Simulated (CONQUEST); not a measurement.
W in CONQUEST: convergence with k mesh

Input of the first run (k mesh 1 × 1 × 1); the others differ in this setting and in those tied to it:

The input Conquest_input:

```
IO.Title W
IO.Coordinates coords.dat
IO.FractionalAtomicCoords T
IO.Iprint 2
IO.Iprint_init 1
General.NumberOfSpecies 1
General.PseudopotentialType hamann
AtomMove.TypeOfRun static
AtomMove.FullStress T
Grid.GridCutoff 120
DM.SolutionMethod diagon
Diag.MPMesh T
Diag.GammaCentred T
Diag.MPMeshX 1
Diag.MPMeshY 1
Diag.MPMeshZ 1
Diag.kT 0.00183747
minE.SCTolerance 1e-6
SC.MaxIters 100
IO.AtomChargeOutput T
%block ChemicalSpeciesLabel
1 183.850 W
%endblock
```

Contents of coords.dat:

```
    5.9803973693     0.0000000000     0.0000000000
    0.0000000000     5.9803973693     0.0000000000
    0.0000000000     0.0000000000     5.9803973693
2
 -0.0108590000  -0.0152880000   0.0127360000 1 T T T
  0.4981060000   0.4994590000   0.5046800000 1 T T T
```

Potentials or basis: PseudoDojo NC LDA, DZP, grid cutoff 120 Ha.

Command:

```console
$ OMP_NUM_THREADS=1 Conquest
```

The cell isn't the ideal one: atoms moved at random.

Hardware: 1 thread of AMD EPYC 7B13 (Zen 3), with other jobs on the host.

Q: The values tried are 1 × 1 × 1, 2 × 2 × 2, 3 × 3 × 3, 4 × 4 × 4, 5 × 5 × 5, 6 × 6 × 6, 7 × 7 × 7, 8 × 8 × 8, 10 × 10 × 10, 12 × 12 × 12, loosest first. From which on does the energy stay within 1 meV/atom of the tightest run that finished?

A: From 10 × 10 × 10 on.

```tsv
k mesh	energy less the tightest run, at zero smearing (meV/atom)	pressure (GPa)	largest force (eV/Å)	SCF cycles	CPU time (s)	peak memory (GiB)
1 × 1 × 1	-3898.85	-59.17	1.969	7	29	0.56
2 × 2 × 2	1076.98	-8.37	1.059	6	29	0.56
3 × 3 × 3	47.12	-5.54	0.284	7	32	0.56
4 × 4 × 4	-30.67	-7.58	0.942	7	40	0.56
5 × 5 × 5	17.45	-4.69	0.404	7	45	0.56
6 × 6 × 6	-13.88	-5.87	0.690	7	65	0.56
7 × 7 × 7	23.13	-5.12	0.563	7	67	0.56
8 × 8 × 8	2.09	-5.64	0.645	7	110	0.56
10 × 10 × 10	0.59	-5.52	0.713	7	170	0.56
12 × 12 × 12	0.00	-5.65	0.675	7	270	0.56
```

Not settled before the last step: the pressure (to 0.1 GPa), the largest force (to 0.005 eV/Å). Meshes of other sizes hit other points, so gaps and Fermi surfaces needn't settle smoothly. The tightest run that finished is the yardstick and may itself not be fully converged.

Caveat, for the tightest run too: the basis of atomic orbitals isn't converged, which shifts pressures, moduli and gaps. Spin-orbit coupling is left out, which matters for the levels of W.
